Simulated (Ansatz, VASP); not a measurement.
Sn: VASP beside Ansatz

The input INCAR:

```
SYSTEM = Sn
ALGO = Normal ; EDIFF = 1E-7
ENCUT = 520 ; GGA = PS
ISIF = 2 ; ISMEAR = -1
LASPH = .True. ; LCHARG = .False.
LREAL = .False. ; LWAVE = .False.
NBANDS = 13 ; NELM = 60
PREC = Accurate ; SIGMA = 0.05
```

Contents of KPOINTS:

```
k-points
0
Gamma
  10 10 10
  0 0 0
```

Contents of POSCAR:

```
Sn
1.0
   -1.9877657590      1.9877657590      1.6268574157
    1.9877657590     -1.9877657590      1.6268574157
    1.9877657590      1.9877657590     -1.6268574157
Sn
1
Direct
    0.0000000000      0.0000000000      0.0000000000
```

input.yaml

```yaml
crystal:
  lattice:
    - [-1.987765759, 1.987765759, 1.6268574157]
    - [1.987765759, -1.987765759, 1.6268574157]
    - [1.987765759, 1.987765759, -1.6268574157]
  atoms:
    - { symbol: Sn, position: [0.0, 0.0, 0.0] }
hamiltonian:
  xc: pbesol
  pseudopotentials: { kind: paw }
kpoints:
  mp_grid: { grid: [10, 10, 10] }
scf:
  occupations: { method: fermi_dirac, width: 0.05 }
output:
  forces: true
  stress: true
  eigenvalues: true
  write_density: true
  write_potential: true
  elf: true
  volumetric_format: npy
```

Change from the starting cell: volume scaled by 0.94.

Alike in both runs: task single point; functional PBEsol; k mesh 10 × 10 × 10; occupations fermi-dirac, width 0.05 eV; no spin polarisation.

|  | VASP | Ansatz |
| --- | --- | --- |
| version | VASP 6.6.1 | Ansatz 0.2.0 |
| potentials or method | VASP PAW PBE potentials, release 64 (Sn_d) | Ansatz PAW |
| plane-wave cutoff (eV) | 520 | 420 |
| valence electrons in the cell | 14 | 14 |

|  | VASP | Ansatz | Ansatz less VASP |
| --- | --- | --- | --- |
| gap on the k mesh at the Fermi level (eV) | none | none | - |
| pressure (GPa) | 1.3 | 1.4 | +0.07 |
| largest component of the traceless stress (GPa) | 1.38 | 1.38 | +0.003 |

A gap of «none» marks a metal or a gap that the smearing closes. With one functional, cell and mesh, what is left measures potentials, basis and numerics.

Caveats: the PAW data sets were made with another functional, which shifts forces and pressure a little (VASP); the PAW data sets come from PBE, with cores solved anew for the run's functional, which leaves a small shift of forces and pressure (Ansatz).
